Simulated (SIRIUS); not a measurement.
The system is Pd.

```
Pd
1.0
     0.00000    1.94650    1.94650
     1.94650    0.00000    1.94650
     1.94650    1.94650    0.00000
Pd
1
Direct
  0.00000 0.00000 0.00000
```

Base run:

* Program: SIRIUS 7.12.0
* Functional: PBE
* Potentials or basis: PseudoDojo 0.4.1 PBE standard (scalar relativistic)
* Cutoff: 1127 eV
* Density cutoff: 4507 eV
* k mesh: 10 × 10 × 10
* Occupations: fermi-dirac, width 0.05 eV
* Spin: no spin polarisation

Its results: pressure 6.9 GPa.

The run is repeated on the same cell with these changes: functional from PBE to RPBE; libxc names from ["XC_GGA_X_PBE", "XC_GGA_C_PBE"] to ["XC_GGA_X_RPBE", "XC_GGA_C_PBE"]. What comes out?

Pressure 11.5 GPa.

Caveats: this set's palladium file may shift the pressure by some GPa; the potentials were made for another functional, which shifts forces and pressure (some runs).

Not every run made on this cell is shown here.
